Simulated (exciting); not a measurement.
## ZnSe (Stilleite): single point with PBE

**Experimental background.**

From “Alloy Disordering Effects on the Thermal Conductivity and Energy Gap Temperature Dependence of Cd1−xZnxSe Ternary Crystals Grown by the Bridgman Method”, 2023, pmc:10253836, for a bulk crystal of ZnSe at 300 K: band gap 2.695 ± 0.003 eV (an exciton energy, a little under the gap).

ZnSe (Stilleite):

```xyz
2
Lattice="0.0000 2.8338 2.8338 2.8338 0.0000 2.8338 2.8338 2.8338 0.0000" Properties=species:S:1:pos:R:3 pbc="T T T"
Se    4.2507    4.2507    4.2507
Zn    0.0000    0.0000    0.0000
```

- Program: exciting (release sodium)
- Task: single point
- Functional: PBE
- Potentials or basis: all-electron LAPW+lo, shipped species files, valence relativity iora*
- rgkmax: 9
- k mesh: 8 × 8 × 8
- Occupations: fermi-dirac, width 0.05 eV
- Spin: no spin polarisation

```json
{
  "Band gap on the k mesh": "1.29 eV, direct",
  "All electrons inside the program's atomic spheres": "Se 31.27; Zn 28.12 (radii Se 2.0, Zn 2.0 bohr)"
}
```

Levels at points of the mesh, in eV from the valence-band top:
```
           k point  band 15  band 16  band 17  band 18  band 19  band 20
(0.00, 0.00, 0.00)     0.00     0.00     0.00     1.29     5.81     5.81
(0.50, 0.00, 0.00)    -5.22    -0.87    -0.87     2.55     6.40     6.40
(0.50, 0.50, 0.00)    -4.75    -2.18    -2.18     3.00     3.47    10.74
```

It took 4.2 min on 1 thread of Arm Neoverse V2, with other jobs on the host, peak memory 0.14 GiB.

A measured gap of ZnSe is 2.695 eV (an exciton energy, a little under the gap; 300 K; “Alloy Disordering Effects on the Thermal Conductivity and Energy Gap Temperature Dependence of Cd1−xZnxSe Ternary Crystals Grown by the Bridgman Method”, 2023, pmc:10253836); the calculated 1.29 eV misses it by -1.41 eV. So large a miss can be the level of theory's own, or it may mean another phase, state or a wrong row. Spin-orbit coupling on Se is left out. The value is that of PBE, without temperature or zero-point motion. Semilocal functionals fall short of measured gaps as a rule.
